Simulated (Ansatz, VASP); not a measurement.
# Two plane-wave programs on Sb

INCAR

```
PREC = Accurate ; ENCUT = 520
EDIFF = 1E-6 ; ISMEAR = 0
SIGMA = 0.15 ; LREAL = False
LASPH = True ; NELM = 100
ALGO = Fast ; ISIF = 2
LWAVE = False ; LCHARG = True
LELF = True ; LVHAR = True
NBANDS = 8
```

The input KPOINTS:

```
Automatic mesh
0
Gamma
  20 20 20
```

POSCAR

```
Sb
1.0
    0.0000000000      2.2314246460      2.6777095752
    2.2314246460      0.0000000000      2.6777095752
    2.2314246460      2.2314246460      0.0000000000
Sb
1
Direct
    0.0000000000      0.0000000000      0.0000000000
```

Input for Ansatz:

```yaml
crystal:
  lattice:
    - [0.0, 2.231424646, 2.6777095752]
    - [2.231424646, 0.0, 2.6777095752]
    - [2.231424646, 2.231424646, 0.0]
  atoms:
    - { symbol: Sb, position: [0.0, 0.0, 0.0] }
basis:
  ecutwfc: 420
kpoints:
  mp_grid: { grid: [20, 20, 20] }
hamiltonian:
  xc: lda
scf:
  occupations: { method: gaussian, width: 0.15 }
output:
  forces: true
  stress: true
  eigenvalues: true
```

Alike in both runs: task single point; functional LDA; k mesh 20 × 20 × 20; occupations gaussian, width 0.15 eV; no spin polarisation.

```csv
,VASP,Ansatz
version,VASP 6.6.1,Ansatz 0.2.0
potentials or method,"VASP PAW LDA potentials, release 64 (Sb)","scalar-relativistic, plane waves, PAW"
plane-wave cutoff (eV),520,420
valence electrons in the cell,5,15
```

Ansatz gave:

```
gap on the k mesh at the Fermi level (eV)       : none
pressure (GPa)                                  : -1.7
largest component of the traceless stress (GPa) : 0.28
```

**Question.** What did VASP give for the same quantities?

**Answer.** gap on the k mesh at the Fermi level (eV): none; pressure (GPa): -1.6; largest component of the traceless stress (GPa): 0.22.

A gap of «none» marks a metal or a gap that the smearing closes. The two sets of potentials don't hold the same shells in valence.

Spin-orbit coupling is left out, which matters for the levels of Sb.
